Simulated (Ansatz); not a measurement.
# SnO2: the cost of one run

Program: Ansatz 0.2.0 through its Python package. Level of theory: DFT PBEsol, plane waves, PAW. These are calculated values, not measurements.

## 1. The structure

It takes space group I4_1/amd (No. 141, tetragonal). The conventional cell has a = 4.000 Å, b = 4.000 Å, c = 10.247 Å, α = 90.00°, β = 90.00°, γ = 90.00°. Sn (site symmetry -4m2) is surrounded by 6 O at 2.06 to 2.09 Å. O (site symmetry 2mm) has 3 Sn at 2.06 to 2.09 Å as nearest neighbours.

No structure file is read: the coordinates are typed or built in the script.

## 2. The code

sno2_vcrelax.py

```python
import warnings

import ansatz as az
from ase import Atoms
from ase.data import atomic_numbers
from ase.neighborlist import neighbor_list
import numpy as np
import spglib

def edges_and_angles(cell):
    cell = np.asarray(cell)
    a, b, c = np.linalg.norm(cell, axis=1)
    cosines = cell[1] @ cell[2] / (b * c), cell[0] @ cell[2] / (a * c), cell[0] @ cell[1] / (a * b)
    return (a, b, c, *np.degrees(np.arccos(cosines)))

warnings.simplefilter("ignore", az.DeckWarning)

atoms = Atoms(
    ["Sn", "Sn", "O", "O", "O", "O"],
    scaled_positions=[
        (0.75, 0.25, 0.5),
        (0.0, 0.0, 0.0),
        (0.796523, 0.796523, 0.0),
        (0.953477, 0.453477, 0.5),
        (0.203477, 0.203477, 0.0),
        (0.546523, 0.046523, 0.5),
    ],
    cell=[
        (-2.000069, 2.000069, 5.123679),
        (2.000069, -2.000069, 5.123679),
        (2.000069, 2.000069, -5.123679),
    ],
    pbc=True,
)
system = az.Crystal.from_ase(atoms)

calc = (
    system.calculation()
    .occupations("Fixed")
    .basis(550)
    .functional("PBEsol")
    .pseudopotentials("paw")
    .kpoints(mesh=(8, 8, 8))
    .relax(force_tolerance=0.005, fix_cell=["volume"], stress_tolerance=0.1)
    .density_of_states(energy_step=0.1)
)
steps = []


def collect(event):
    if event["event"] == "relax_step":
        steps.append(event["data"])


outcome = calc.session().plan().execute(on_event=collect)
report = outcome.report
print("step   energy (eV)     max comp. (eV/A)   P (GPa)  SCF")
for s in steps:
    print(f"{s['step']:4d} {s['lagrangian_ev']:15.5f} {s['allowed_force_max_ev_ang']:12.4f} {s['pressure_gpa']:10.3f} {s['n_scf']:5d}")

first, last = steps[0], steps[-1]
symbols = [site.symbol for site in outcome.lattice.sites]
print(f"energy gained {first['lagrangian_ev'] - last['lagrangian_ev']:.4f} eV in {len(steps) - 1} steps")
for label, vectors in (("before", first["cell_ang"]), ("after", outcome.lattice.cell_ang)):
    print(label, "a b c (A) {:.4f} {:.4f} {:.4f}  angles {:.2f} {:.2f} {:.2f}".format(*edges_and_angles(vectors)), f" V = {abs(np.linalg.det(vectors)):.3f} A^3")
print("final stress xx yy zz (GPa, compression positive):", np.round(np.diag(report["stress_gpa"]), 3) + 0.0)

final = Atoms(symbols, positions=last["positions_ang"], cell=outcome.lattice.cell_ang, pbc=True)
i, j, d = neighbor_list("ijd", final, 4.5)
print("neighbours within 1.2 times the shortest distance of each atom (A)")
for atom in range(len(final)):
    near = [m for m in np.argsort(d) if i[m] == atom]
    shell = [m for m in near if d[m] < 1.2 * d[near[0]]]
    print(f"{symbols[atom]}{atom} ({len(shell)}):", ", ".join(f"{symbols[j[m]]} {d[m]:.3f}" for m in shell))

fractions = [site.position_frac for site in outcome.lattice.sites]
numbers = [atomic_numbers[s] for s in symbols]
for tolerance in (1e-3, 1e-2, 1e-1):
    print(f"space group at {tolerance} A:", spglib.get_spacegroup((outcome.lattice.cell_ang, fractions, numbers), symprec=tolerance))

print("%-22s %14.5f eV" % ("F = E - TS", report["free_energy_ev"]))
print("%-22s %14.5f eV" % ("E", report["internal_energy_ev"]))
print("%-22s %14.5f eV" % ("Harris-Foulkes", report["harris_foulkes_ev"]))
print("%-22s %14.5f eV" % ("Fermi level", report["fermi_energy_ev"]))

dos = outcome.density_of_states()
energy = np.asarray(dos.energies_ev) - dos.fermi_ev
states, count = np.asarray(dos.spin_summed_g_bin_mean_per_ev), np.asarray(dos.spin_summed_integrated)
g_fermi = float(np.interp(0.0, energy, states))
print(f"g(E_F) = {g_fermi:.3f} states/eV per cell")
for low, high in ((-10, -6), (-6, -3), (-3, 0), (0, 3)):
    print(f"states between {low} and {high} eV: {np.interp(high, energy, count) - np.interp(low, energy, count):.3f}")
```

## 3. Running it

The run is started by

```console
$ python sno2_vcrelax.py
```

What time and memory should one allow on 1 thread of Intel Xeon at 2.80GHz (Skylake/Cascade Lake), shared host?

About 41 s, with a peak of 0.61 GiB.
